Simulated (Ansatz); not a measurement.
A run of Ansatz 0.2.0:

input.yaml

```yaml
crystal:
  lattice:
    - [1.62456, 0.0, 0.0]
    - [0.0, 2.86615, 0.0]
    - [0.0, 0.0, 3.9144]
  atoms:
    - { symbol: B, position: [0.0, 0.5, 0.60926] }
    - { symbol: B, position: [0.5, 0.0, 0.39074] }
kpoints:
  mp_grid: { grid: [16, 9, 7] }
scf:
  occupations: { method: fermi_dirac, width: 0.05 }
hamiltonian:
  xc: pbe
  pseudopotentials: { kind: all_electron, datasets: crystal }
output:
  forces: true
  stress: true
  eigenvalues: true
  efg: {}
```

Potentials or basis: all-electron PAW datasets made for the crystal.

Run with:

```sh
$ ansatz run input.yaml --threads 1 --pin off --max-ram 3072MiB --backend cpu --events-out ev --progress --plain --runs-dir out
```

Hardware: 1 thread of Intel(R) Xeon(R) Processor @ 2.50GHz (Skylake/Cascade Lake) (shared host).

**Question.** Estimate the wall time of this run.

**Answer.** It took 16 s on 1 thread of Intel(R) Xeon(R) Processor @ 2.50GHz (Skylake/Cascade Lake), on a shared host, peak memory 0.36 GiB. Counts: scf iterations 7, plane waves 309, k points 180, bands 7.
